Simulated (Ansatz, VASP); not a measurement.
**Two plane-wave programs on Pb**

```
Pb
1.0
     0.00000    2.47502    2.47502
     2.47502    0.00000    2.47502
     2.47502    2.47502    0.00000
Pb
1
Direct
  0.00000 0.00000 0.00000
```

Alike in both runs: task single point; functional PBEsol; k mesh 14 × 14 × 14; occupations gaussian, width 0.1 eV; no spin polarisation.

```csv
,VASP,Ansatz
version,VASP 6.6.1,Ansatz 0.2.0
potentials or method,"VASP PAW PBE potentials, release 64 (Pb_d)","scalar-relativistic, plane waves, PAW"
plane-wave cutoff (eV),520,420
valence electrons in the cell,14,14
```

Ansatz gave:

| Item | Value |
| --- | --- |
| gap on the k mesh at the Fermi level (eV) | none |
| pressure (GPa) | -0.4 |

Q: Which values does VASP return?

A: gap on the k mesh at the Fermi level (eV): none; pressure (GPa): -0.5.

A gap of «none» marks a metal or a gap that the smearing closes.

Caveats: the PAW data sets were made with another functional, which shifts forces and pressure a little (VASP). The runs have no spin-orbit coupling, so splittings on Pb are missing.
